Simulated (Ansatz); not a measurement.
# AgCl: response to strain

AgCl is deformed so: equal xy, yz and zx engineering shear strains of -2 %. What stress and forces result, by LAPW, PAW and all-electron datasets made for the crystal?

Computed with Ansatz 0.2.0 (DFT PBEsol, scalar-relativistic, unless a step's input says otherwise).

### 1 The starting structure

The structure is cubic, space group Fm-3m (No. 225). Conventional cell: a = 5.546 Å, b = 5.546 Å, c = 5.546 Å, α = 90.00°, β = 90.00°, γ = 90.00°. Around Ag (site symmetry m-3m) lie 6 Cl at 2.77 Å. Cl (site symmetry m-3m) has 6 Ag at 2.77 Å as nearest neighbours.

Structure file:

```cif
data_structure
_symmetry_space_group_name_H-M 'P 1'
_symmetry_Int_Tables_number 1
_cell_length_a 3.9218
_cell_length_b 3.9218
_cell_length_c 3.9218
_cell_angle_alpha 60.000
_cell_angle_beta 60.000
_cell_angle_gamma 60.000
_cell_volume 42.65
loop_
_atom_site_label
_atom_site_type_symbol
_atom_site_fract_x
_atom_site_fract_y
_atom_site_fract_z
_atom_site_occupancy
Ag1 Ag 0.50000 0.50000 0.50000 1
Cl1 Cl 0.00000 0.00000 0.00000 1
```

Atoms are numbered in the order of the input: Ag1, Cl2.

### 2 After the deformation

Space group Fm-3m before, R-3m after.

### 3 Full-potential LAPW

The input, input.yaml:

```yaml
crystal:
  lattice:
    - [-0.055463, 2.7454185, 2.7454185]
    - [2.7454185, -0.055463, 2.7454185]
    - [2.7454185, 2.7454185, -0.055463]
  atoms:
    - { symbol: Ag, position: [0.5, 0.5, 0.5] }
    - { symbol: Cl, position: [0.0, 0.0, 0.0] }
kpoints:
  mp_grid: { grid: [9, 9, 9] }
  band_path:
    path:
      - [0.0, 0.0, 0.0]
      - [0.5, 0.5, 0.5]
      - [0.2551801333, 0.5, 0.7448198667]
      - [-0.2551801333, 0.2551801333, 0.5]
      - [0.0, 0.0, 0.5]
      - [0.0, 0.0, 0.0]
      - [-0.3775900666, 0.0, 0.3775900666]
      - [0.0, 0.3775900666, 0.6224099334]
      - [0.0, 0.5, 0.5]
    npoints: 5
scf:
  occupations: { method: fermi_dirac, width: 0.01 }
hamiltonian:
  xc: pbesol
  pseudopotentials: { kind: all_electron, lapw: { basis_error: 0.0005 } }
output:
  forces: true
  stress: true
  eigenvalues: true
```

The run is started by

```bash
ansatz run input.yaml --threads 1 --pin off --max-ram 3072MiB --backend cpu --events-out ev --progress --plain --runs-dir out
```

### 4 PAW on the default files

The input, input.yaml:

```yaml
crystal:
  lattice:
    - [-0.055463, 2.7454185, 2.7454185]
    - [2.7454185, -0.055463, 2.7454185]
    - [2.7454185, 2.7454185, -0.055463]
  atoms:
    - { symbol: Ag, position: [0.5, 0.5, 0.5] }
    - { symbol: Cl, position: [0.0, 0.0, 0.0] }
kpoints:
  mp_grid: { grid: [9, 9, 9] }
scf:
  occupations: { method: fermi_dirac, width: 0.01 }
hamiltonian:
  xc: pbesol
  pseudopotentials: { kind: paw }
output:
  forces: true
  stress: true
  eigenvalues: true
  efg: { contact_densities: true }
```

### 5 Datasets made for this crystal

input.yaml, as its differences from that of step 4:

```diff
@@ -14,3 +14,3 @@
   xc: pbesol
-  pseudopotentials: { kind: paw }
+  pseudopotentials: { kind: all_electron, datasets: crystal }
 output:
```

(Steps that only read results are left out.)

What does the calculation give? Wanted: pressure; largest shear or deviatoric stress.

As calculated:

| quantity | value |
| --- | --- |
| pressure | LAPW -2.65, PAW -2.65, crystal datasets -2.64 GPa |
| largest shear or deviatoric stress (LAPW) | 0.13 GPa |

The largest part of the stress beyond the pressure is 0.13 GPa in size; the atoms are carried along and not relaxed. No run of the undeformed cell stands beside it, so the pressure holds what the given cell had before the change. PAW: stress within 0.01 GPa of LAPW. Crystal datasets: stress within 0.01 GPa of LAPW.
